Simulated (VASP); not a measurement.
Wanted: the native input for a VASP 6.6.1 run.

```
Task                   : band structure
Functional             : BLYP
Potentials or basis    : VASP PAW PBE potentials, release 64 (Zn, P, Si)
Cutoff                 : 520 eV
k mesh                 : 5 × 5 × 5
Occupations            : fermi-dirac, width 0.05 eV
Spin                   : no spin polarisation
Further INCAR settings : ALGO = Normal; EDIFF = 1e-07
```

Crystal: ZnSiP2.

```xyz
8
Lattice="-2.6867 2.6867 5.2300 2.6867 -2.6867 5.2300 2.6867 2.6867 -5.2300" Properties=species:S:1:pos:R:3 pbc="T T T"
Zn    0.0000    2.6867    2.6150
Zn    0.0000    0.0000    0.0000
P     1.3434   -1.2504    3.9225
P     1.3434    3.9371   -1.3075
P     1.2504    1.3434    6.5375
P     1.4363    1.3434    1.3075
Si    2.6867    0.0000    2.6150
Si    0.0000    0.0000    5.2300
```

The cell is a database's computed one.

One way to write it, as run:

POSCAR

```
ZnSiP2
1.0
   -2.6867032364      2.6867032364      5.2300306318
    2.6867032364     -2.6867032364      5.2300306318
    2.6867032364      2.6867032364     -5.2300306318
Zn P Si
2 4 2
Direct
    0.7500000000      0.2500000000      0.5000000000
    0.0000000000      0.0000000000      0.0000000000
    0.1423012000      0.6250000000      0.0173012000
    0.6076988000      0.1250000000      0.9826988000
    0.8750000000      0.8576988000      0.4826988000
    0.3750000000      0.3923012000      0.5173012000
    0.2500000000      0.7500000000      0.5000000000
    0.5000000000      0.5000000000      0.0000000000
```

INCAR.step1

```
  AGGAC = 1.0
  AGGAX = 1.0
  ALDAC = 0.0
  ALDAX = 1.0
  ALGO = Normal
  EDIFF = 1E-7
  ENCUT = 520
  GGA = B5
  ISIF = 2
  ISMEAR = -1
  LASPH = T
  LCHARG = T
  LREAL = F
  LWAVE = F
  NELM = 100
  PREC = Accurate
  SIGMA = 0.05
```

KPOINTS.step1

```
k-points
0
Gamma
  5 5 5
```

INCAR.step2

```
  AGGAC = 1.0
  AGGAX = 1.0
  ALDAC = 0.0
  ALDAX = 1.0
  ALGO = Normal
  EDIFF = 1E-7
  ENCUT = 520
  GGA = B5
  ICHARG = 11
  ISIF = 2
  ISMEAR = 0
  LASPH = T
  LCHARG = F
  LREAL = F
  LWAVE = F
  NELM = 100
  PREC = Accurate
  SIGMA = 0.05
```

KPOINTS.step2

```
path GXYSGZS1NPY1Z,XP
20
line-mode
reciprocal
 0.0000000000  0.0000000000  0.0000000000  G
 0.0000000000  0.0000000000  0.5000000000  X

 0.0000000000  0.0000000000  0.5000000000  X
-0.1319474302  0.1319474302  0.5000000000  Y

-0.1319474302  0.1319474302  0.5000000000  Y
-0.3159737151  0.3159737151  0.3159737151  S

-0.3159737151  0.3159737151  0.3159737151  S
 0.0000000000  0.0000000000  0.0000000000  G

 0.0000000000  0.0000000000  0.0000000000  G
 0.5000000000  0.5000000000 -0.5000000000  Z

 0.5000000000  0.5000000000 -0.5000000000  Z
 0.3159737151  0.6840262849 -0.3159737151  S1

 0.3159737151  0.6840262849 -0.3159737151  S1
 0.0000000000  0.5000000000  0.0000000000  N

 0.0000000000  0.5000000000  0.0000000000  N
 0.2500000000  0.2500000000  0.2500000000  P

 0.2500000000  0.2500000000  0.2500000000  P
 0.5000000000  0.5000000000 -0.1319474302  Y1

 0.5000000000  0.5000000000 -0.1319474302  Y1
 0.5000000000  0.5000000000 -0.5000000000  Z

 0.0000000000  0.0000000000  0.5000000000  X
 0.2500000000  0.2500000000  0.2500000000  P
```

Potentials or basis: VASP PAW PBE potentials, release 64 (Zn, P, Si).

The run is started by

```console
$ cat potpaw_PBE.64/Zn/POTCAR potpaw_PBE.64/P/POTCAR potpaw_PBE.64/Si/POTCAR > POTCAR
$ cp INCAR.step1 INCAR
$ cp KPOINTS.step1 KPOINTS
$ mpirun -np 1 vasp_std > vasp.out
$ cp INCAR.step2 INCAR
$ cp KPOINTS.step2 KPOINTS
$ mpirun -np 1 vasp_std > vasp.out
```

It gave:

```json
{
 "Band gap on the k mesh": "1.52 eV, direct",
 "Band gap along the path": "1.52 eV, direct"
}
```

Caveat: the log is that of the step along the path at fixed density, whose energy, stress, charges and moments have no meaning.

Run time: 13 min on 1 thread of Intel(R) Xeon(R) Platinum 8259CL CPU @ 2.50GHz (Skylake/Cascade Lake), on a shared host, peak memory 0.95 GiB.
